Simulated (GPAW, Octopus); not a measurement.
This is a calculation of V for Octopus 16.4. 

The input inp:

```
CalculationMode = gs
UnitsOutput = eV_Angstrom
PeriodicDimensions = 3
ExperimentalFeatures = yes
PseudopotentialSet = pseudodojo_pbesol
%LatticeParameters
 1*angstrom | 1*angstrom | 1*angstrom
%
%LatticeVectors
 -1.51435 | 1.51435 | 1.51435
 1.51435 | -1.51435 | 1.51435
 1.51435 | 1.51435 | -1.51435
%
%ReducedCoordinates
 "V" | 0 | 0 | 0
%
%Spacing
 0.12490148*angstrom | 0.12490148*angstrom | 0.12490148*angstrom
%
DerivativesOrder = 8
%KPointsGrid
 12 | 12 | 12
%
KPointsUseSymmetries = yes
XCFunctional = gga_x_pbe_sol + gga_c_pbe_sol
SpinComponents = polarized
KPointsUseTimeReversal = no
GuessMagnetDensity = user_defined
%AtomsMagnetDirection
 2.0
%
SmearingFunction = fermi_dirac
Smearing = 0.05*eV
ExtraStates = 9
Eigensolver = chebyshev_filter
ConvRelDens = 3e-7
MaximumIter = 120
```

Potentials or basis: pseudodojo_pbesol (PseudoDojo 0.4, PBEsol).

Command:

```sh
$ OMP_NUM_THREADS=1 octopus > out.log
```

Task: Set up the same calculation for GPAW 26.7.0 (ASE script). Potentials or basis there: PAW data sets generated for this functional, cutoff 600 eV.

Result: As run (cutoffs and basis follow the program's own potentials, and thresholds, step limits or extra output files can differ):

File run.py:

```python
from ase import Atoms
from ase.dft.bandgap import bandgap
from ase.io import write
from ase.units import Bohr, GPa
from gpaw import GPAW, PW, setup_paths
from gpaw.elf import elf_from_dft_calculation

setup_paths.insert(0, '.')

atoms = Atoms(['V'],
              cell=[[-1.51435, 1.51435, 1.51435],
                    [1.51435, -1.51435, 1.51435],
                    [1.51435, 1.51435, -1.51435]],
              scaled_positions=[[0.0, 0.0, 0.0]],
              pbc=True)
atoms.set_initial_magnetic_moments([2.0])

calc = GPAW(mode=PW(600),
            xc='PBEsol',
            kpts={'size': (12, 12, 12), 'gamma': True},
            occupations={'name': 'fermi-dirac', 'width': 0.05},
            nbands=15,
            convergence={'density': 1e-05, 'energy': 1e-05},
            maxiter=150,
            txt='gpaw.txt')
atoms.calc = calc
energy = atoms.get_potential_energy()
forces = atoms.get_forces()
stress = atoms.get_stress()
calc.write('gs.gpw')
write('result.traj', atoms)
print(f'Energy: {energy:.6f} eV')
print('Forces (eV/A):')
print(forces.round(4))
print('Stress (GPa):', (stress / GPa).round(3))
print('Moments:', calc.get_magnetic_moments().round(3))
print('Fermi level:', round(calc.get_fermi_level(), 4), 'eV')
print(f'Gap: {bandgap(calc)[0]:.4f} eV, direct: {bandgap(calc, direct=True)[0]:.4f} eV')

# fields on the real-space grid
write('density.cube', atoms, data=calc.get_pseudo_density() * Bohr**3)
write('potential.cube', atoms, data=calc.get_electrostatic_potential())
write('spin.cube', atoms, data=(calc.get_pseudo_density(spin=0) - calc.get_pseudo_density(spin=1)) * Bohr**3)
write('elf.cube', atoms, data=elf_from_dft_calculation(calc).data)
```

Potentials or basis: PAW data sets generated in the run's folder for this functional, pw.

Command:

```console
$ gpaw-setup -f PBEsol V
$ OMP_NUM_THREADS=1 python run.py
```

Both were run:

|  | Octopus | GPAW |
| --- | --- | --- |
| Net moment | 0.00 μB per cell | 0.00 μB per cell |

The magnetic state is the one that the start led to; the real crystal's order can differ.
